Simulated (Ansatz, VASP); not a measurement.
ZrS: VASP beside Ansatz

The input INCAR:

```
  PREC = Accurate
  ENCUT = 520
  EDIFF = 1E-7
  ISMEAR = 0
  SIGMA = 0.15
  LREAL = False
  LASPH = True
  NELM = 80
  ALGO = Normal
  ISIF = 2
  LWAVE = False
  LCHARG = False
  GGA = PS
  NBANDS = 16
```

Contents of KPOINTS:

```
Automatic mesh
0
Gamma
  16 16 16
```

File POSCAR:

```
ZrS
1.0
    0.0000000000      2.6250000000      2.6250000000
    2.6250000000      0.0000000000      2.6250000000
    2.6250000000      2.6250000000      0.0000000000
Zr S
1 1
Direct
   -0.0428571429     -0.0428571429      0.0428571429
    0.5000000000      0.5000000000      0.5000000000
```

Input for Ansatz:

```yaml
crystal:
  lattice:
    - [0.0, 2.625, 2.625]
    - [2.625, 0.0, 2.625]
    - [2.625, 2.625, 0.0]
  atoms:
    - { symbol: Zr, position: [-0.0428571429, -0.0428571429, 0.0428571429] }
    - { symbol: S, position: [0.5, 0.5, 0.5] }
basis:
  ecutwfc: 420
kpoints:
  mp_grid: { grid: [16, 16, 16] }
hamiltonian:
  xc: pbesol
scf:
  occupations: { method: gaussian, width: 0.15 }
output:
  forces: true
  stress: true
  eigenvalues: true
```

Change from the starting cell: all Zr atoms moved +0.225 Å, as atom 1 towards its neighbour atom 2 (S) at 2.625 Å.

Alike in both runs: task single point; functional PBEsol; k mesh 16 × 16 × 16; occupations gaussian, width 0.15 eV; no spin polarisation.

|  | VASP | Ansatz |
| --- | --- | --- |
| version | VASP 6.6.1 | Ansatz 0.2.0 |
| potentials or method | VASP PAW PBE potentials, release 64 (Zr_sv, S) | scalar-relativistic, plane waves, PAW |
| plane-wave cutoff (eV) | 520 | 420 |
| valence electrons in the cell | 18 | 18 |

|  | VASP | Ansatz | Ansatz less VASP |
| --- | --- | --- | --- |
| gap on the k mesh at the Fermi level (eV) | none | none | - |
| pressure (GPa) | -3.2 | -3.4 | -0.20 |
| largest component of the traceless stress (GPa) | 7.55 | 7.50 | -0.043 |
| rms of the force components (eV/Å) | 0.829 | 0.821 | -0.0087 |

Atom by atom the forces differ by 0.009 eV/Å (rms over components). A gap of «none» marks a metal or a gap that the smearing closes.

Caveats: the PAW data sets were made with another functional, which shifts forces and pressure a little (VASP).
